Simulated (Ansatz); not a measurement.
**Clamped-ion strain scan in MgO**

All numbers below come from DFT PBE, scalar-relativistic, plane waves, PAW in Ansatz 0.2.0. Settings: plane waves to 420 eV, k-mesh 10×10×10 (Γ-centred), Gaussian smearing 0.05 eV. No spin polarisation. Energies are free energies at this smearing, counted from the undisturbed cell; pressure is positive in compression.

The undisturbed cell (relaxed at this level):

```yaml
crystal:
  lattice:
    - [0.00000, 2.12692, 2.12692]
    - [2.12692, 0.00000, 2.12692]
    - [2.12692, 2.12692, 0.00000]
  atoms:
    - { symbol: Mg, position: [0.00000, 0.00000, 0.00000] }
    - { symbol: O, position: [0.50000, 0.50000, 0.50000] }
```

The cell is strained by ε times the Voigt pattern (0, 1, 0, 0, 0, 0) (xx, yy, zz, yz, xz, xy; engineering shear) with fractional coordinates fixed.

```tsv
ε	ΔE (meV/atom)
-0.1500	355.6
-0.1125	167.3
-0.0750	62.5
-0.0375	13.2
0.0000	0.0
0.0375	9.7
0.0750	33.3
0.1125	64.9
0.1312	82.3
0.1500	100.5
```

(1) Predict the stress summed along the pattern (GPa, tension positive) at each point.

Results:

(1)
```csv
ε,"stress summed along the pattern (GPa, tension positive)"
-0.1500,-107.62
-0.1125,-62.57
-0.0750,-32.49
-0.0375,-12.72
0.0000,0.00
0.0375,7.93
0.0750,12.62
0.1125,15.15
0.1312,15.85
0.1500,16.27
```

Cost: 10 runs of about 0.37 core-minutes in all, on Arm Neoverse N1 (shared hosts).